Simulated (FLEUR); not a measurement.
# MnS (Fm-3m) in FLEUR: notebook

The runs below take MnS through single point, band structure, equation of state, with PBEsol+U, LDA (von Barth-Hedin)+U, PBE.

Everything below comes from runs of FLEUR, more than one build. Logs are shortened: lines on timing, memory, paths and dates and some standing lists are left out, and cuts for length are marked.

## 1. The structure

It takes space group Fm-3m (No. 225, cubic). Conventional cell: a = 5.209 Å, b = 5.209 Å, c = 5.209 Å, α = 90.00°, β = 90.00°, γ = 90.00°. Around Mn (site symmetry m-3m) lie 6 S at 2.60 Å. S (site symmetry m-3m) has 6 Mn at 2.60 Å as nearest neighbours.

## 2. Single point, PBEsol+U, collinear spin, ferromagnetic start (cell strained at random at fixed volume)

inp.xml reads:

```xml
<?xml version="1.0" encoding="UTF-8" standalone="no"?>
<fleurInput fleurInputVersion="0.39">
   <comment>
      MnS                                                                                                 
   </comment>
   <calculationSetup>
      <cutoffs Kmax="3.8" Gmax="11.8" GmaxXC="11.8" numbands="0"/>
      <scfLoop itmax="100" minDistance="0.0002" maxIterBroyd="50" imix="Anderson" alpha="0.05" precondParam="0.0" spinf="2.0"/>
      <coreElectrons ctail="T" frcor="F" kcrel="0" coretail_lmax="0"/>
      <xcFunctional name="PBEs" relativisticCorrections="F"/>
      <magnetism jspins="2"/>
      <soc l_soc="F" theta="0.0" phi="0.0" spav="F"/>
      <expertModes spex="0" secvar="F"/>
      <geometryOptimization l_f="F" forcealpha="1.0" forcemix="BFGS" epsdisp="0.00001" epsforce="0.00001"/>
      <ldaU l_linMix="F" mixParam="0.05" spinf="1.0"/>
   </calculationSetup>
   <cell>
      <bzIntegration valenceElectrons="21.0" mode="hist" fermiSmearingEnergy="0.00734986">
         <kPointListSelection listName="default-1"/>
         <!-- k-points included here -->
         <xi:include xmlns:xi="http://www.w3.org/2001/XInclude" href="kpts.xml"> </xi:include>
      </bzIntegration>
      <!-- symmetry operations included here -->
      <xi:include xmlns:xi="http://www.w3.org/2001/XInclude" href="sym.xml"> </xi:include>
      <bulkLattice scale="1.0">
         <bravaisMatrix>
            <row-1>   -0.0261330225770934     4.9080193675246147     4.9355488977077879</row-1>
            <row-2>    4.9363369135017461    -0.0414265761034812     4.9508424512341760</row-2>
            <row-3>    4.8804104688442091     4.8673864763934658     0.0144998685540558</row-3>
         </bravaisMatrix>
      </bulkLattice>
   </cell>
   <atomSpecies>
      <species name="Manganese 4.000" element="Mn" atomicNumber="25">
         <mtSphere radius="2.42" gridPoints="801" logIncrement="0.015"/>
         <atomicCutoffs lmax="10" lnonsphr="8"/>
         <electronConfig flipSpins="F">
            <coreConfig>(1s1/2) (2s1/2) (2p1/2) (2p3/2)</coreConfig>
            <valenceConfig>(3s1/2) (3p1/2) (3p3/2) (4s1/2) (3d3/2) (3d5/2)</valenceConfig>
            <stateOccupation state="(3d3/2)" spinUp="1.5" spinDown="0.5"/>
            <stateOccupation state="(3d5/2)" spinUp="3.0" spinDown="0.0"/>
         </electronConfig>
         <energyParameters s="4" p="4" d="3" f="4"/>
         <ldaU l="2" U="4.5" J="0.5" l_amf="T"/>
         <lo type="SCLO" l="0" n="3" eDeriv="0"/>
         <lo type="SCLO" l="1" n="3" eDeriv="0"/>
         <lo type="SCLO" l="1" n="3" eDeriv="1"/>
         <lo type="SCLO" l="3" n="4" eDeriv="2"/>
      </species>
      <species name="Sulfur (S)" element="S" atomicNumber="16">
         <mtSphere radius="2.13" gridPoints="705" logIncrement="0.016"/>
         <atomicCutoffs lmax="9" lnonsphr="7"/>
         <electronConfig flipSpins="F">
            <coreConfig>(1s1/2) (2s1/2) (2p1/2) (2p3/2)</coreConfig>
            <valenceConfig>(3s1/2) (3p1/2) (3p3/2)</valenceConfig>
            <stateOccupation state="(3p1/2)" spinUp="0.666667" spinDown="0.666667"/>
            <stateOccupation state="(3p3/2)" spinUp="1.333333" spinDown="1.333333"/>
         </electronConfig>
         <energyParameters s="3" p="3" d="3" f="4"/>
         <lo type="SCLO" l="0" n="3" eDeriv="2"/>
         <lo type="SCLO" l="1" n="3" eDeriv="2"/>
         <lo type="SCLO" l="2" n="3" eDeriv="2"/>
         <lo type="SCLO" l="3" n="4" eDeriv="2"/>
      </species>
   </atomSpecies>
   <atomGroups>
      <atomGroup species="Manganese 4.000">
         <relPos label="                   1">.0000000000 .0000000000 .0000000000</relPos>
         <force calculate="T" relaxXYZ="TTT"/>
      </atomGroup>
      <atomGroup species="Sulfur (S)">
         <relPos label="                   2">1.000/2.000 1.000/2.000 1.000/2.000</relPos>
         <force calculate="T" relaxXYZ="TTT"/>
      </atomGroup>
   </atomGroups>
   <output dos="F" band="F" slice="F">
      <checks vchk="F" cdinf="F"/>
      <bandDOS minEnergy="-.5*Htr" maxEnergy="0.5*Htr" sigma="0.015" storeEVData="T"/>
      <vacuumDOS vacdos="F" integ="F" star="F" nstars="0" locx1="0.0" locy1="0.0" locx2="0.0" locy2="0.0" nstm="0" tworkf="0.0"/>
      <unfoldingBand unfoldBand="F" supercellX="1" supercellY="1" supercellZ="1"/>
      <plotting iplot="0" polar="F">
         <plot TwoD="T" vec1="  1.0  0.0  0.0" vec2="  0.0  1.0  0.0" vec3="  0.0  0.0  1.0" zero="  0.0  0.0  0.0" file="plot"/>
      </plotting>
      <chargeDensitySlicing numkpt="0" minEigenval="0.0" maxEigenval="0.0" nnne="0" pallst="F"/>
      <specialOutput eonly="F"/>
      <magneticCircularDichroism mcd="F" energyLo="-10.0" energyUp="0.0"/>
   </output>
  <!-- We include the file relax.xml here to enable relaxations (see documentation) -->
  <xi:include xmlns:xi="http://www.w3.org/2001/XInclude" href="relax.xml"> <xi:fallback/> </xi:include>
</fleurInput>
```

crystal.txt reads:

```
MnS
&input cartesian=F /
-0.0138290000  2.5972120000  2.6117800000
2.6121970000  -0.0219220000  2.6198730000
2.5826020000  2.5757100000  0.0076730000
1.8897261246
1.0 1.0 1.0

2
25 0.0000000000  0.0000000000  0.0000000000 : 4.000
16 0.5000000000  0.5000000000  0.5000000000

&kpt div1=6 div2=6 div3=6 gamma=T /
```

Potentials or basis: all-electron, FLAPW.

On the command line:

```sh
$ inpgen -f crystal.txt -profile fastHighL
$ # inp.xml edited to the form shown
$ fleur
```

Output:

```text
Welcome to FLEUR        (www.flapw.de)
      MaX-Release 8.1          (www.max-centre.eu)

 ========== k-point set info ==========
 Selected k-point list: default-1
 k-point list type: mesh
 6 x 6 x 6
 Number of k points: 112

 ------------Calculation Setup---------------------------
 Number of OMP-threads    :            1
 Number of basis functions:          284
 Approximate size of matrices (H+S) per k-point:         0.001 GB
 --------------------------------------------------------
 no density matrix found ... skipping LDA+U
 Reset of history
 Iteration:     1   Distance:       6.90475670 me/bohr^3
 Iteration:     2   Distance:       6.45152742 me/bohr^3
 Iteration:     3   Distance:       6.10624910 me/bohr^3
 Iteration:     4   Distance:       2.12048612 me/bohr^3
 Iteration:     5   Distance:       1.19562532 me/bohr^3
 Iteration:     6   Distance:       1.11889467 me/bohr^3
 Iteration:     7   Distance:       0.66621432 me/bohr^3
 Iteration:     8   Distance:       0.58985384 me/bohr^3
 Iteration:     9   Distance:       0.18815808 me/bohr^3
 Iteration:    10   Distance:       0.14273238 me/bohr^3
 Iteration:    11   Distance:       0.04172155 me/bohr^3
 Iteration:    12   Distance:       0.02316699 me/bohr^3
 Iteration:    13   Distance:       0.00573370 me/bohr^3
 Iteration:    14   Distance:       0.00356505 me/bohr^3
 Iteration:    15   Distance:       0.00108690 me/bohr^3
 Iteration:    16   Distance:       0.00053945 me/bohr^3
 Iteration:    17   Distance:       0.00027354 me/bohr^3
 Iteration:    18   Distance:       0.00005800 me/bohr^3

 ********************************************************************
 Run finished successfully
 Stop message:
   all done
 ********************************************************************
```

out.xml (last iteration):

```text
<iteration numberForCurrentRun="   18" overallNumber="   18">
         <energyParameters units="Htr">
            <atomicEP atomType="1" spin="1" branch="4s" branchLowest="-2.73" branchHighest="1.55" value="0.1199899061"/>
            <atomicEP atomType="1" spin="1" branch="4p" branchLowest="-1.57" branchHighest="2.08" value="0.2544748196"/>
            <atomicEP atomType="1" spin="1" branch="3d" branchLowest="-9.99" branchHighest="0.26" value="0.1454533011"/>
            <atomicEP atomType="1" spin="1" branch="4f" branchLowest="-9.99" branchHighest="3.03" value="0.5671456720"/>
            <loAtomicEP atomType="1" spin="1" branch="3s" branchLowest="-26.84" branchHighest="-2.73" value="-2.7365277763"/>
            <loAtomicEP atomType="1" spin="1" branch="3p" branchLowest="-22.66" branchHighest="-1.57" value="-1.5930404863"/>
            <loAtomicEP atomType="1" spin="1" branch="3p" branchLowest="-22.66" branchHighest="-1.57" value="-1.5930404863"/>
            <loAtomicEP atomType="1" spin="1" branch="4f" branchLowest="-9.99" branchHighest="3.03" value="0.5671443627"/>
            <atomicEP atomType="2" spin="1" branch="3s" branchLowest="-7.30" branchHighest="0.44" value="-0.2508936241"/>
            <atomicEP atomType="2" spin="1" branch="3p" branchLowest="-5.28" branchHighest="1.01" value="0.0616877219"/>
            <atomicEP atomType="2" spin="1" branch="3d" branchLowest="-9.99" branchHighest="1.70" value="0.3304739198"/>
            <atomicEP atomType="2" spin="1" branch="4f" branchLowest="-9.99" branchHighest="4.04" value="0.5032012443"/>
            <loAtomicEP atomType="2" spin="1" branch="3s" branchLowest="-7.30" branchHighest="0.44" value="-0.2508936241"/>
            <loAtomicEP atomType="2" spin="1" branch="3p" branchLowest="-5.28" branchHighest="1.01" value="0.0610859339"/>
            <loAtomicEP atomType="2" spin="1" branch="3d" branchLowest="-9.99" branchHighest="1.70" value="0.3304688188"/>
            <loAtomicEP atomType="2" spin="1" branch="4f" branchLowest="-9.99" branchHighest="4.04" value="0.5031999985"/>
            <atomicEP atomType="1" spin="2" branch="4s" branchLowest="-2.57" branchHighest="1.68" value="0.1761634403"/>
            <atomicEP atomType="1" spin="2" branch="4p" branchLowest="-1.41" branchHighest="2.21" value="0.3028087507"/>
            <atomicEP atomType="1" spin="2" branch="3d" branchLowest="-9.99" branchHighest="0.42" value="0.2800237795"/>
            <atomicEP atomType="1" spin="2" branch="4f" branchLowest="-9.99" branchHighest="3.16" value="0.6091287163"/>
            <loAtomicEP atomType="1" spin="2" branch="3s" branchLowest="-26.77" branchHighest="-2.57" value="-2.5736578616"/>
            <loAtomicEP atomType="1" spin="2" branch="3p" branchLowest="-22.61" branchHighest="-1.41" value="-1.4328907752"/>
            <loAtomicEP atomType="1" spin="2" branch="3p" branchLowest="-22.61" branchHighest="-1.41" value="-1.4328907752"/>
            <loAtomicEP atomType="1" spin="2" branch="4f" branchLowest="-9.99" branchHighest="3.16" value="0.6091274454"/>
            <atomicEP atomType="2" spin="2" branch="3s" branchLowest="-7.30" branchHighest="0.45" value="-0.2459996610"/>
            <atomicEP atomType="2" spin="2" branch="3p" branchLowest="-5.28" branchHighest="1.02" value="0.0652949081"/>
            <atomicEP atomType="2" spin="2" branch="3d" branchLowest="-9.99" branchHighest="1.71" value="0.3328243284"/>
            <atomicEP atomType="2" spin="2" branch="4f" branchLowest="-9.99" branchHighest="4.04" value="0.5053957027"/>
            <loAtomicEP atomType="2" spin="2" branch="3s" branchLowest="-7.30" branchHighest="0.45" value="-0.2459996610"/>
            <loAtomicEP atomType="2" spin="2" branch="3p" branchLowest="-5.28" branchHighest="1.02" value="0.0646998540"/>
            <loAtomicEP atomType="2" spin="2" branch="3d" branchLowest="-9.99" branchHighest="1.71" value="0.3328192796"/>
            <loAtomicEP atomType="2" spin="2" branch="4f" branchLowest="-9.99" branchHighest="4.04" value="0.5053944578"/>
         </energyParameters>
         <eigenvalues>
            <eigenvaluesAt spin="1" ikpt="1" k_x="0.00000000" k_y="0.00000000" k_z="0.00000000">
                      -2.7365368303       -1.5925811917       -1.5924912264       -1.5924152726       -0.2774436419
[... 72 lines left out ...]
            <localMagMoment atomType="2" vec="0.00000   0.00000   0.11803"/>
         </magneticMomentsInMTSpheres>
         <orbitalMomentsInMTSpheres units="muBohr">
            <globalMagMoment atomType="1" vec="0.00000   0.00000   0.00000"/>
            <localMagMoment atomType="1" vec="0.00000   0.00000   0.00000"/>
            <globalMagMoment atomType="2" vec="0.00000   0.00000   0.00000"/>
            <localMagMoment atomType="2" vec="0.00000   0.00000   0.00000"/>
         </orbitalMomentsInMTSpheres>
         <totalEnergy                                    value="    -1555.7750403246" units="Htr">
            <sumOfEigenvalues                            value="     -895.6520443980">
               <coreElectrons value="-882.2705920388"/>
               <valenceElectrons value="-13.3814523592"/>
            </sumOfEigenvalues>
            <densityCoulombPotentialIntegral value="-2368.0249595548"/>
            <densityEffectivePotentialIntegral value="-2467.7411214854"/>
            <chargeDenXCDenIntegral value="-76.2263818235"/>
            <FockExchangeEnergyValence value="0.0000000000"/>
            <FockExchangeEnergyCore value="0.0000000000"/>
            <atomTypeDependentContributions atomType="1">
               <electronNucleiInteractionDifferentMTs value="1378.6015389228"/>
               <MadelungTerm value="-10.2498246043"/>
            </atomTypeDependentContributions>
            <atomTypeDependentContributions atomType="2">
               <electronNucleiInteractionDifferentMTs value="471.1949169608"/>
               <MadelungTerm value="-7.9497079570"/>
            </atomTypeDependentContributions>
            <dftUCorrection value="-0.3707326338"/>
            <tkbTimesEntropy value="0.0047247825"/>
            <freeEnergy value="-1555.7797651072"/>
            <extrapolationTo0K value="-1555.7774027159"/>
         </totalEnergy>
         <ldaUDensityMatrix>
            <densityMatrixFor spin="1" atomType="1" uIndex="1" l="2" U="4.50000000" J="0.50000000">
               (+0.91047,+0.00000) (-0.00007,+0.00000) (-0.00049,-0.00035) (+0.00009,+0.00000) (-0.01275,-0.00002)
               (-0.00007,+0.00000) (+0.92322,+0.00000) (-0.00006,+0.00000) (+0.00002,+0.00006) (-0.00009,+0.00000)
               (-0.00049,+0.00035) (-0.00006,+0.00000) (+0.90035,+0.00000) (+0.00006,+0.00000) (-0.00049,-0.00035)
               (+0.00009,+0.00000) (+0.00002,-0.00006) (+0.00006,+0.00000) (+0.92322,+0.00000) (+0.00007,+0.00000)
               (-0.01275,+0.00002) (-0.00009,+0.00000) (-0.00049,+0.00035) (+0.00007,+0.00000) (+0.91047,+0.00000)
            </densityMatrixFor>
            <densityMatrixFor spin="2" atomType="1" uIndex="1" l="2" U="4.50000000" J="0.50000000">
               (+0.10190,+0.00000) (+0.00000,+0.00000) (+0.00059,-0.00011) (+0.00004,+0.00000) (+0.03493,+0.00006)
               (+0.00000,+0.00000) (+0.06555,+0.00000) (-0.00003,+0.00000) (+0.00038,+0.00007) (-0.00004,+0.00000)
               (+0.00059,+0.00011) (-0.00003,+0.00000) (+0.13383,+0.00000) (+0.00003,+0.00000) (+0.00059,-0.00011)
               (+0.00004,+0.00000) (+0.00038,-0.00007) (+0.00003,+0.00000) (+0.06555,+0.00000) (+0.00000,+0.00000)
               (+0.03493,-0.00006) (-0.00004,+0.00000) (+0.00059,+0.00011) (+0.00000,+0.00000) (+0.10190,+0.00000)
            </densityMatrixFor>
         </ldaUDensityMatrix>
         <ldaUDensityMatrixConvergence>
            <distance spin="1" distance="0.000001"/>
            <distance spin="2" distance="0.000005"/>
         </ldaUDensityMatrixConvergence>
         <densityConvergence units="me/bohr^3">
            <chargeDensity spin="1" distance="0.0000325294"/>
            <chargeDensity spin="2" distance="0.0000394284"/>
            <overallChargeDensity distance="0.0000431448"/>
            <spinDensity distance="0.0000580005"/>
         </densityConvergence>
      </iteration>
```

Run time: 85 s. Hardware: 1 thread of Intel Xeon 6975P-C (Granite Rapids), shared host; peak memory 0.18 GiB.

Results:

- Free energy: -42334.9241 eV
- Band gap on the k mesh: none (metal or under the smearing width)
- Net moment: 4.57 μB per cell
- Site moments: Mn +4.20; S +0.12 μB
- Valence electrons inside the program's atomic spheres: Mn 13.56; S 4.31 (radii Mn 2.42, S 2.13 bohr)

Levels at points of the mesh, in eV from the Fermi level:
Spin up:
```
           k point  band 10  band 11  band 12  band 13  band 14  band 15  band 16  band 17
(0.00, 0.00, 0.00)    -3.13    -2.01    -1.93    -1.86     1.57     8.43     8.54     8.67
(0.00, 0.00, 0.50)    -2.81    -2.44     0.43     0.48     2.57     5.11     5.18     8.43
(0.00, 0.50, 0.00)    -2.82    -2.49     0.44     0.48     2.72     5.25     5.39     8.39
(0.00, 0.50, 0.50)    -2.88    -2.71    -2.70    -2.09     0.75     5.38     9.96    11.72
(0.50, 0.00, 0.00)    -2.82    -2.47     0.44     0.47     2.68     5.17     5.37     8.40
(0.50, 0.00, 0.50)    -2.88    -2.70    -2.70    -2.08     0.73     5.37     9.98    11.73
(0.50, 0.50, 0.00)    -2.87    -2.70    -2.70    -2.10     0.76     5.41     9.95    11.75
(0.50, 0.50, 0.50)    -2.81    -2.45     0.43     0.49     2.61     5.15     5.23     8.42
```
Spin down:
```csv
k point,band 6,band 7,band 8,band 9,band 10,band 11
"(0.00, 0.00, 0.00)",-1.79,-1.70,-1.64,0.11,0.13,0.29
"(0.00, 0.00, 0.50)",-6.43,-3.54,-3.47,1.30,1.33,1.53
"(0.00, 0.50, 0.00)",-6.48,-3.43,-3.38,1.28,1.31,1.49
"(0.00, 0.50, 0.50)",-5.64,-3.26,-3.21,-0.82,0.54,1.38
"(0.50, 0.00, 0.00)",-6.46,-3.47,-3.39,1.28,1.32,1.51
"(0.50, 0.00, 0.50)",-5.64,-3.29,-3.21,-0.82,0.56,1.38
"(0.50, 0.50, 0.00)",-5.64,-3.32,-3.12,-0.83,0.53,1.40
"(0.50, 0.50, 0.50)",-6.44,-3.52,-3.43,1.29,1.32,1.52
```

Eigenvalues of the final occupation matrices:
```tsv
site	spin	trace	eigenvalues
atom type 1	1	4.57	0.90 0.90 0.92 0.92 0.92
atom type 1	2	0.47	0.07 0.07 0.07 0.13 0.14
```

Core levels (eV from the Fermi level):
| atom | levels |
| --- | --- |
| 1 Mn | 1s1/2 -6415.2, 2s1/2 -737.4, 2p1/2 -630.8, 2p3/2 -620.4 |
| 2 S | 1s1/2 -2395.9, 2s1/2 -205.7, 2p1/2 -151.6, 2p3/2 -150.4 |

Caveat: a cell with one magnetic atom can't hold antiferromagnetic order, which such compounds often take.

[end of part 1 of 3]
